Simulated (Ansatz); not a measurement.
# SiO2 (P4_2/mnm):Te_O, thermodynamic levels from a 96-atom cell

Wanted: the transition levels of a substitutional impurity in SiO2 (P4_2/mnm), from a cell of 96 host atoms with 1 O taken out and 1 Te put in.

Program: Ansatz 0.2.0. Level of theory: place-levels on r2SCAN runs: charge-transition levels and formation energies with image-charge correction and potential alignment at the atomic sites; PAW set soft_1. Results are calculated unless marked as measured.

This is a report of a sequence of runs, with most program output left out.

## Step 1: The starting structure

The cell holds 96 atoms: 32 Si, 63 O and 1 Te. Cell: a = 9.926 Å, b = 9.926 Å, c = 11.836 Å, α = 53.4°, β = 53.4°, γ = 73.2°. It derives from SiO2 (space group P4_2/mnm). Nearest the centre at fractional (0.528, 0.722, 0.375): Te81 at 0.00 Å, Si74 at 1.76 Å, Si85 at 1.76 Å, Si28 at 1.81 Å, O83 at 2.30 Å, O44 at 2.53 Å, O53 at 2.53 Å, O30 at 2.53 Å.

The host's dielectric constants go in as inputs: (3.41, 3.41, 3.58) for the electrons alone, (11.60, 11.60, 9.01) with the ions, computed on the host (DFPT, PBEsol, on the r2SCAN cell), and a cell off the functional's own equilibrium shifts the ionic part.

The cell's shortest repeat is 9.9 Å.

## Step 2: The runs of each charge state

Levels follow from differences of total energies between charge states, each relaxed by itself.

Each atom starts 0.05 Å or so off its site in a random direction: a symmetric start keeps its symmetry, and would miss off-centre moves and Jahn–Teller distortions. Forces are taken at one point at (¼, ¼, ¼). The cell holds 1 electron more than the neutral one, with a uniform background that keeps it neutral on the whole. The electron count is odd, so at least one spin is unpaired; this run locks the moment at 1 μB.

The sampling was tested on the host first: at the k-points planned (1x1x1 shifted 0.25 0.25 0.25) its energy lies 0.004 eV an atom from the dense-mesh value, under the bound of 0.02 eV set for this test; that bounds the host's error, not the defect's.

One state's input; the others differ in charge, spin, start and seed, and in occupations where the table says so.

qm1_M1.relax/input.yaml

```yaml
crystal:
  lattice:
    - [0.0, 4.18479536, 2.66840475]
    - [4.18479536, 0.0, 2.66840475]
    - [4.18479536, 4.18479536, 0.0]
  atoms:
    - { symbol: Si, position: [0.0, 0.0, 0.0] }
    - { symbol: Si, position: [0.5, 0.5, 0.5] }
    - { symbol: Si, position: [0.25, 0.25, 0.25] }
    - { symbol: Si, position: [0.75, 0.75, 0.75] }
    - { symbol: O, position: [0.0, 0.0, 0.30610335] }
    - { symbol: O, position: [0.5, 0.5, 0.80610335] }
    - { symbol: O, position: [0.0, 0.0, 0.69389665] }
    - { symbol: O, position: [0.5, 0.5, 0.19389665] }
    - { symbol: O, position: [0.05610335, 0.44389665, 0.75] }
    - { symbol: O, position: [0.55610335, 0.94389665, 0.25] }
    - { symbol: O, position: [0.44389665, 0.05610335, 0.75] }
    - { symbol: O, position: [0.94389665, 0.55610335, 0.25] }
  supercell: [2, 2, 2]
  defects: [{ substitution: { at: 80, symbol: Te } }]
total_charge: -1
basis:
  ecutwfc: 500
  xc_grid: 2
hamiltonian:
  xc: r2scan
  pseudopotentials: { kind: paw, azcp: { folder: soft_1 } }
kpoints:
  mp_grid: { grid: [1, 1, 1], shift: [0.25, 0.25, 0.25] }
magnetization:
  spin_polarized: true
  initial_magnetization: 1
  spin_locking: { lock_magnetization: hard }
scf:
  occupations: { method: fixed }
  max_iter: 60
output:
  forces: true
  charged_corrections: { epsilon: [3.41, 3.41, 3.58], static_epsilon: [11.6, 11.6, 9.01] }
relax:
  f_tol: 0.02
  max_steps: 80
  random_displacement: { amplitude: 0.05, seed: 3459 }
checkpoint:
  write: "../qm1_M1.relax.run"
  compress: false
  write_wavefunctions: true
  write_every: 100000
```

Launch:

```bash
$ ansatz run input.yaml --threads 8 --pin off --max-ram 22609MiB --backend cpu --events-out ev --progress --plain --runs-dir out
```

Defect states can disperse in a cell of this size, so the energy is taken again at a 2×2×2 shifted mesh, on the relaxed structure.

The run of this state that the levels use, under r2SCAN:

qm1_M1.point/input.yaml

```yaml
crystal:
  checkpoint: "../qm1_M1.relax.run"
  host: checkpoint
total_charge: -1
basis:
  ecutwfc: 500
  xc_grid: 2
hamiltonian:
  xc: r2scan
  pseudopotentials: { kind: paw, azcp: { folder: soft_1 } }
kpoints:
  mp_grid: { grid: [2, 2, 2], shift: [0.5, 0.5, 0.5] }
magnetization:
  spin_polarized: true
  initial_magnetization: 1
  spin_locking: { lock_magnetization: hard }
scf:
  occupations: { method: fermi_dirac, width: 0.01 }
  max_iter: 60
output:
  forces: true
  eigenvalues: true
  charged_corrections:
    epsilon: [3.41, 3.41, 3.58]
    static_epsilon: [11.6, 11.6, 9.01]
    defect_position: [0.528052, 0.721948, 0.375]
  eigenstates: { localisation: true }
  populations: true
  efg: {}
  band_densities: [{ bands: [v1, v1] }, { bands: [c1, c1] }]
  write_density: true
  write_potential: true
  volumetric_format: npy
checkpoint:
  read: "../qm1_M1.relax.run"
  write: "../qm1_M1.point.run"
  compress: false
  write_wavefunctions: false
  write_every: 100000
```

Relaxations under r2SCAN at one point at (¼, ¼, ¼); times on 8 threads of Arm Neoverse V2, shared host:

| charge | moment (μB) | occupations | outcome | steps | largest displacement against the far atoms (Å) | time |
| --- | --- | --- | --- | --- | --- | --- |
| −1 | 1 | fixed | converged | 17 | 0.70 | 7.5 min |
| 0 | 0 | fixed | converged | 9 | 0.49 | 1.9 min |
| +1 | 1 | fixed | converged | 10 | 0.46 | 4.5 min |

Single points under r2SCAN at a 2×2×2 shifted mesh; times on 8 threads of Arm Neoverse V2, shared host:

```csv
charge,moment (μB),occupations,outcome,time
−1,1,fermi-dirac,converged,4 min
0,0,fermi-dirac,converged,80 s
+1,1,fermi-dirac,converged,3.5 min
```

Distances (Å) from Te81 to the nearest atoms after relaxation with r2SCAN:

```
charge  moment (μB)       1.       2.       3.      4.      5.      6.
    −1            1  Si 2.20  Si 2.23  Si 2.23  O 2.46  O 2.46  O 2.59
     0            0  Si 2.17  Si 2.20  Si 2.20  O 2.48  O 2.48  O 2.51
    +1            1  Si 2.17  Si 2.21  Si 2.21  O 2.49  O 2.49  O 2.49
```

## Step 3: Levels against the band edges, r2SCAN

A charged cell interacts with its images and the background, and its potential has another zero than the host's. place-levels removes the first by a point-charge model, screened by the static dielectric constant since the ions have relaxed around the charge, and the second by comparing potentials at atoms far from the defect.

The host is a run of the defect-free crystal in the same cutoffs, grids and k-points, so that basis and sampling errors cancel in part in the differences. Its band edges come from a run of the primitive cell that searches the zone for them. The host is run in a cell of 48 atoms on a matching mesh. Chemical potentials are energies per atom of O (O2 molecule) and Te (trigonal tellurium), run with the same functional and cutoff.

levels.point.yaml

```yaml
host:
  run: host.point.run
  levels_from: { run: edges.point.run }
states: [qm1_M1.point.run, q0.point.run, qp1_M1.point.run]
geometry_from:
  qm1_M1.point.run: qm1_M1.relax.run
  q0.point.run: q0.relax.run
  qp1_M1.point.run: qp1_M1.relax.run
  host.point.run: host.relax.run
chemical_potentials:
  O:
    energy: -565.989614
    dataset: <sha256 of the dataset>
  Te:
    energy: -6994.903559
    dataset: <sha256 of the dataset>
epsilon: [3.41, 3.41, 3.58]
static_epsilon: [11.6, 11.6, 9.01]
vertical:
  - { from: qm1_M1.point.run, to: qm1_M1.point_neutral.run }
  - { from: qp1_M1.point.run, to: qp1_M1.point_neutral.run }
```

Launch:

```bash
$ ansatz place-levels levels.point.yaml -- --threads 8 --pin off --max-ram 22609MiB
```

Run time: 0.4 s. Hardware: 8 threads of Arm Neoverse V2, shared host.

Under r2SCAN the gap is 6.53 eV, (+1/0) 2.71, (0/−1) 6.75 (outside the gap) eV.

Levels between the charges placed, in eV above the valence top:

|  | gap (eV) | (+1/0) | (0/−1) |
| --- | --- | --- | --- |
| r2SCAN | 6.53 | 2.71 | 6.75 |

Corrections by state:

| charge | moment (μB) | image terms and alignment (eV) | band filling (eV) | ε used | over the lowest of its charge, as the program ranks them, band filling apart (eV) |
| --- | --- | --- | --- | --- | --- |
| +1 | 1.0 | 0.594 | - | principal values (9.01, 11.60, 11.60) | 0.000 |
| 0 | 0.0 | 0.000 | - | - | 0.000 |
| −1 | 1.0 | -0.166 | - | principal values (9.01, 11.60, 11.60) | 0.000 |

The charged structures listed were also run neutral, and place-levels reads from each pair, by the potential or the spins, how wide the charge is by which they differ; that can be the carrier of either run.

```
charge  rms radius (Å)  spread where it is widest against the cell (Å)  wide from (Å)  reading
    +1             1.1                                            0.82           1.37   narrow
    −1             1.9                                            1.26           1.37   narrow
```

The neutral runs of these pairs need not share the spin of the lowest neutral state, and very wide values only mean spread over the cell.

From the program's caveats on the states, each cut to its opening words:

- charge +1 (1 μB): its alignment with the host at atomic sites is doubtful: the mean over the far sites moves by +0.0696 eV from their farther parts to their nearer, more than [...]
- charge +1 (1 μB), −1 (1 μB): flagged: stability check not made

The host's formation energy from the elements is -2.876 eV per atom; it sets how far the chemical potentials can move.

Limit set by the element alone; other compounds of these elements are not counted. Chemical potentials from the elements' reference states: O 0.00 eV, Si -8.63 eV, Te 0.00 eV. Formation energies (O-rich), with the Fermi level at the valence top and at the conduction bottom (gap 6.53 eV):

```csv
charge,at valence top (eV),at conduction bottom (eV),correction included (eV)
+1,15.55,22.08,0.59
0,18.26,18.26,0.00
−1,25.00,18.47,-0.17
```

Fermi level (eV), lowest formation energy (eV) and a bar from the least value:
```
     0.00      15.55 
     0.59      16.14 #######
     1.19      16.74 #############
     1.78      17.33 ####################
     2.37      17.92 ##########################
     2.97      18.26 ##############################
     3.56      18.26 ##############################
     4.16      18.26 ##############################
     4.75      18.26 ##############################
     5.34      18.26 ##############################
     5.94      18.26 ##############################
     6.53      18.26 ##############################
```

Limit set by the element alone; other compounds of these elements are not counted. Chemical potentials from the elements' reference states: Si 0.00 eV, O -4.31 eV, Te 0.00 eV. Formation energy by charge state (Si-rich; gap 6.53 eV):

| charge | at valence top (eV) | at conduction bottom (eV) | correction included (eV) |
| --- | --- | --- | --- |
| +1 | 11.24 | 17.77 | 0.59 |
| 0 | 13.94 | 13.94 | 0.00 |
| −1 | 20.69 | 14.16 | -0.17 |

(Fermi level (eV), lowest formation energy (eV)): (0.00, 11.24), (0.59, 11.83), (1.19, 12.42), (1.78, 13.02), (2.37, 13.61), (2.97, 13.94), (3.56, 13.94), (4.16, 13.94), (4.75, 13.94), (5.34, 13.94), (5.94, 13.94), (6.53, 13.94)

## Step 4: Effect of the sampling

The relaxations' own energies give the levels at their sampling, for comparison.

levels.relax_mesh.yaml

```yaml
host:
  run: host.relax.run
  levels_from: { run: edges.relax.run }
states: [qm1_M1.relax.run, q0.relax.run, qp1_M1.relax.run]
chemical_potentials:
  O:
    energy: -565.989614
    dataset: <sha256 of the dataset>
  Te:
    energy: -6994.903559
    dataset: <sha256 of the dataset>
```

Launch:

```bash
$ ansatz place-levels levels.relax_mesh.yaml -- --threads 8 --pin off --max-ram 22609MiB
```

Run time: 0.15 s. Hardware: 8 threads.

Levels between neighbouring charges, in eV above the valence top:

|  | gap (eV) | (+1/0) | (0/−1) |
| --- | --- | --- | --- |
| one point at (¼, ¼, ¼) | 6.53 | 2.73 | 6.71 |
| a 2×2×2 shifted mesh | 6.53 | 2.71 | 6.75 |

Going from one point at (¼, ¼, ¼) to a 2×2×2 shifted mesh moves the levels that carry no band-filling term by up to 0.04 eV and formation energies against the elements by up to 0.02 eV.

## Step 5: Levels against the band edges, PBEsol

PBEsol on the same structure is run to see how far the result rests on the functional, though not on the errors that semilocal functionals share; the sampling changes too, to one point at (¼, ¼, ¼), so differences hold both changes.

qm1_M1.pbesol/input.yaml, as its differences from qm1_M1.point/input.yaml of step 2:

```diff
@@ -5,9 +5,9 @@
 basis:
-  ecutwfc: 500
+  ecutwfc: 420
   xc_grid: 2
 hamiltonian:
-  xc: r2scan
-  pseudopotentials: { kind: paw, azcp: { folder: soft_1 } }
+  xc: pbesol
+  pseudopotentials: { kind: paw, azcp: { folder: soft_1 }, xc_functional: pbe }
 kpoints:
-  mp_grid: { grid: [2, 2, 2], shift: [0.5, 0.5, 0.5] }
+  mp_grid: { grid: [1, 1, 1], shift: [0.25, 0.25, 0.25] }
 magnetization:
@@ -34,4 +34,3 @@
 checkpoint:
-  read: "../qm1_M1.relax.run"
-  write: "../qm1_M1.point.run"
+  write: "../qm1_M1.pbesol.run"
   compress: false
```

Elapsed: 41 s, on 8 threads; peak memory 3 GiB.

levels.pbesol.yaml

```yaml
host:
  run: host.pbesol.run
  levels_from: { run: edges.pbesol.run }
states: [qm1_M1.pbesol.run, q0.pbesol.run, qp1_M1.pbesol.run]
geometry_from:
  qm1_M1.pbesol.run: qm1_M1.relax.run
  q0.pbesol.run: q0.relax.run
  qp1_M1.pbesol.run: qp1_M1.relax.run
  host.pbesol.run: host.relax.run
chemical_potentials:
  O:
    energy: -558.291301
    dataset: <sha256 of the dataset>
  Te:
    energy: -6901.600714
    dataset: <sha256 of the dataset>
```

Launch:

```bash
$ ansatz place-levels levels.pbesol.yaml -- --threads 8 --pin off --max-ram 22609MiB
```

It took 0.21 s on 8 threads.

Under PBEsol the gap is 5.52 eV, (+1/0) 2.28, (0/−1) 5.86 (outside the gap) (with band filling) eV.

## Step 6: What a wrong or other choice does

The levels are placed again with one choice changed, to see how much they rest on it.

levels.try0.yaml is levels.point.yaml with these lines changed:

```diff
-static_epsilon: [11.6, 11.6, 9.01]
+static_epsilon: [3.41, 3.41, 3.58]
```

Launch:

```bash
$ ansatz place-levels levels.try0.yaml -- --threads 8 --pin off --max-ram 22609MiB
```

The change: the electronic dielectric constant for relaxed ions.

Levels in eV above the valence top; the changed ones are not the defect's:

|  | gap (eV) | (+1/0) | (0/−1) |
| --- | --- | --- | --- |
| changed | 6.53 | 2.41 | 6.83 |
| as set up | 6.53 | 2.71 | 6.75 |

The largest shift is 0.29 eV, band-filling terms included.

## Step 7: Side by side

Levels between neighbouring charges, in eV above each run's own valence top:

```
                                        gap (eV)  (+1/0)  (0/−1)  CPU time a state at this stage (restarts are quicker than cold starts)
            r2SCAN, 2×2×2 shifted mesh      6.53    2.71    6.75                                                                  21 min
PBEsol on r2SCAN structures, (¼, ¼, ¼)      5.52    2.28    5.86                                                                 4.2 min
```

## Step 8: Summary of results

```yaml
gap_of_the_host: 6.53 eV (r2SCAN)
level_plus_1_over_0: 2.71 eV above the valence top
level_0_minus_1: 6.75 eV above the valence top, past the conduction bottom
lowest_of_the_charges_placed_just_above_the_valence_top_0p02_ev: +1
lowest_of_the_charges_placed_just_below_the_conduction_bottom_0p02_ev: 0
lowest_formation_energy_at_mid_gap_of_the_charges_run_o_rich: 18.26 eV
lowest_formation_energy_at_mid_gap_of_the_charges_run_si_rich: 13.94 eV
```

**Reading.** Of the charges placed (−1, 0 and +1), the lowest changes at 2.71 eV (+1/0) above the valence top, in a gap of 6.53 eV. Charges above +1 were not placed, so these runs say nothing of levels that involve them. States placed: +1 at 1 μB; 0 at 0 μB; −1 at 1 μB. Other spin states or structures, where not listed, weren't placed. Te is taken at its element; compounds, which aren't counted here, bound the chemical potentials and would shift these formation energies. Going from one point at (¼, ¼, ¼) to a 2×2×2 shifted mesh moves the levels that carry no band-filling term by up to 0.04 eV and formation energies against the elements by up to 0.02 eV. The program doubts the alignment of potentials for at least one state, a sign that the cell is small. What this leaves open: r2SCAN makes the gap too small and tends to spread out bound carriers; where a gas molecule sets a chemical potential or the host's formation energy, its binding is uncorrected; spin–orbit coupling, which can matter with heavy atoms, is left out; force components of up to 0.10 eV/Å remain in a run at the final settings.

[Logs are printed without paths, hosts, clocks, repeated set-up lines and the standing remarks that a program may print on its own settings, such as how far it seeks lower states.]

[Hosts, paths, dates, database ids (printed as entryN), source tags and the programs' standing remarks are cut or masked in the printed files.]

[Where a table of states has a column of steps, it counts the stored structures, which are thinned; the runs took as many ionic steps or more.]

[A defect's name tells the site on which it was built; relaxed atoms can leave that site.]

[For some hosts the program warned that the k-mesh of the response run may be too coarse for force constants and the static dielectric constant; such warnings are not shown here.]
